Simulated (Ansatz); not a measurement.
BaS (zincblende), relaxed with r2SCAN in Ansatz. It is cubic, F-43m (No. 216); a = 7.039 Å in the conventional setting, 43.59 Å³ an atom. Around Ba lie 4 S at 3.05 Å; around S lie 4 Ba at 3.05 Å.

The axes x, y and z are those of this cell:
```xyz
2
Lattice="0.0000 3.5194 3.5194 3.5194 0.0000 3.5194 3.5194 3.5194 0.0000" Properties=species:S:1:pos:R:3 pbc="T T T"
Ba    0.0000    0.0000    0.0000
S     1.7597    1.7597    1.7597
```

Unstrained: The PBE gap is indirect, 2.747 eV (W to Γ), below the direct gap of 3.419 eV at Γ. With r2SCAN the valence top lies at W and the conduction bottom at Γ, 3.068 eV higher; the smallest vertical gap, at W, is 3.698 eV. With HSE06 the valence top lies at W and the conduction bottom at Γ, 3.641 eV higher; the smallest vertical gap, at Γ, is 4.350 eV. Meshes: PBE 6×6×6, r2SCAN 6×6×6, HSE06 4×4×4. Strains are changes of length per length. After each strain the atoms were relaxed again with r2SCAN within the symmetry that the strain leaves, so tilts or polar shifts that break it weren't tested; points keep the names that they have in the unstrained zone. No spin polarisation. The prototype was imposed, so other structures may be more stable.

Question: Estimate what uniaxial +5.38 % along [111], other directions held does to the gap.

Answer: PBE: the gap goes from 2.747 to 2.652 eV (-0.095 eV); the edges move from W → Γ to X → Γ. r2SCAN: the gap goes from 3.068 to 2.976 eV (-0.092 eV); the edges move from W → Γ to X → Γ. HSE06: the gap goes from 3.641 to 3.536 eV (-0.105 eV); the edges move from W → Γ to X → Γ. The r2SCAN energy rises by 15.6 meV an atom.

Question: Estimate what epitaxial +1.65 % in the xy plane, free normal strain -3.28 % does to the gap.

Answer: HSE06: the gap goes from 3.641 to 3.602 eV (-0.039 eV).

Question: Estimate what uniaxial +4.47 % along x, other directions held does to the gap.

Answer: HSE06: the gap goes from 3.641 to 3.547 eV (-0.094 eV).

Spin-orbit coupling is left out.

The meshes of the hybrids are coarse, so their gaps aren't converged to the digits shown.
